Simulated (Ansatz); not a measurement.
## Ti3SiC2, response to strain

Consider Ti₃SiC₂ (space group P6_3/mmc, No. 194; a = 3.073 Å, c = 17.723 Å). Axes: x lies along a and z along c of the hexagonal cell.

Strains are applied to the cell and any free atomic positions relax; under biaxial strain the out-of-plane vector relaxes too; under stress the whole cell relaxes.

Level of theory: Kohn–Sham DFT with the PBE functional, run in Ansatz (a program for electronic structure) with PAW and 420 eV plane waves, without spin-orbit coupling.

Notes on the quantities. pressure: mean of the normal stresses, compression positive; energy relative to the base: free energy F.

```json
[
 {"change": "base", "pressure": "0.0 GPa", "energy relative to the base": "0 meV/atom", "shortest interatomic distance": "2.092 Å", "space group": "P6_3/mmc (No. 194)"},
 {"change": "biaxial strain +4.63 %, plane normal [001], relaxed out of plane", "pressure": "-10.4 GPa", "energy relative to the base": "–", "shortest interatomic distance": "2.139 Å", "space group": "P6_3/mmc (No. 194)"},
 {"change": "isotropic strain −5.27 %", "pressure": "42.1 GPa", "energy relative to the base": "+0.207 eV/atom", "shortest interatomic distance": "2.008 Å", "space group": "P6_3/mmc (No. 194)"},
 {"change": "isotropic strain −2.62 %", "pressure": "17.4 GPa", "energy relative to the base": "+47 meV/atom", "shortest interatomic distance": "2.052 Å", "space group": "P6_3/mmc (No. 194)"},
 {"change": "isotropic strain +1.22 %", "pressure": "-6.2 GPa", "energy relative to the base": "+8.9 meV/atom", "shortest interatomic distance": "2.110 Å", "space group": "P6_3/mmc (No. 194)"},
 {"change": "isotropic strain +2.45 %", "pressure": "-11.4 GPa", "energy relative to the base": "+34 meV/atom", "shortest interatomic distance": "2.126 Å", "space group": "P6_3/mmc (No. 194)"},
 {"change": "uniaxial strain ε_yy = −5.75 %", "pressure": "12.5 GPa", "energy relative to the base": "+50 meV/atom", "shortest interatomic distance": "2.031 Å", "space group": "Cmcm (No. 63)"},
 {"change": "uniaxial strain ε_zz = +0.49 %", "pressure": "-0.9 GPa", "energy relative to the base": "+0.3 meV/atom", "shortest interatomic distance": "2.094 Å", "space group": "P6_3/mmc (No. 194)"},
 {"change": "uniaxial stress, 1 GPa compression along x", "pressure": "–", "energy relative to the base": "+0.1 meV/atom", "shortest interatomic distance": "2.090 Å", "space group": "Cmcm (No. 63)"}
]
```

Without a gap, meshes like the base's 14×14×3 leave anisotropic stresses uncertain by several tenths of a GPa, and small strain energies with them. Beyond what the load breaks, stability against distortions was not tested. The final runs are not spin-polarised.
